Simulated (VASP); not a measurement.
**CrO2: single point with PBEsol+U**

The system is CrO2.

```
Cr O
1.0
     0.00000    2.33684    2.33684
     2.33684    0.00000    2.33684
     2.33684    2.33684    0.00000
Cr O
1 2
Direct
  0.00000 0.00000 0.00000
  0.25000 0.25000 0.25000
  0.75000 0.75000 0.75000
```

Measurements of this composition are mostly on another form, of space group No. 136.

```yaml
Program: VASP 6.6.1
Task: single point
Functional: PBEsol
Potentials_or_basis: VASP PAW PBE potentials, release 64 (Cr_pv, O)
Cutoff: 520 eV
k_mesh: 7 × 7 × 7
Occupations: gaussian, width 0.05 eV
Spin: collinear spin, ferromagnetic start
Starting_moments: "[3.0, 0.0, 0.0] μB"
Hubbard_terms: Cr d U = 5 eV
Further_INCAR_settings: ALGO = Normal; EDIFF = 1e-06
```

The pressure is 7.3 GPa and the band gap on the k mesh is 0.41 eV, direct. The net moment is 2.00 μB per cell and the site moments are Cr +2.48; O -0.24 μB. The valence electrons inside the program's atomic spheres are Cr 10.61; O 5.03.

Levels at points of the mesh, in eV from the valence-band top:
Spin up:
```
           k point  band 9  band 10  band 11  band 12  band 13  band 14  band 15  band 16  band 17  band 18
(0.00, 0.00, 0.00)   -4.30    -4.30    -0.97    -0.97    -0.97     3.00     3.00     3.00     4.06     7.48
```
Spin down:
```
           k point  band 7  band 8  band 9  band 10  band 11  band 12  band 13  band 14  band 15  band 16
(0.00, 0.00, 0.00)   -6.25   -6.25   -1.38    -1.38    -1.38     2.94     2.94     5.05     5.05     5.05
```

Eigenvalues of the final occupation matrices:
| site | spin | trace | eigenvalues |
| --- | --- | --- | --- |
| site 1 d | 1 | 3.17 | 0.42 0.42 0.42 0.95 0.95 |
| site 1 d | 2 | 0.75 | 0.04 0.04 0.22 0.22 0.22 |

It took 27 s on 1 thread of Intel(R) Xeon(R) Platinum 8488C (Sapphire Rapids), on a shared host, peak memory 0.17 GiB.

Caveat: the PAW data sets were made with another functional, which shifts forces and pressure a little; an odd mesh through Γ misses points on the zone boundary, where band edges often lie; a cell with one magnetic atom can't hold antiferromagnetic order, which such compounds often take.
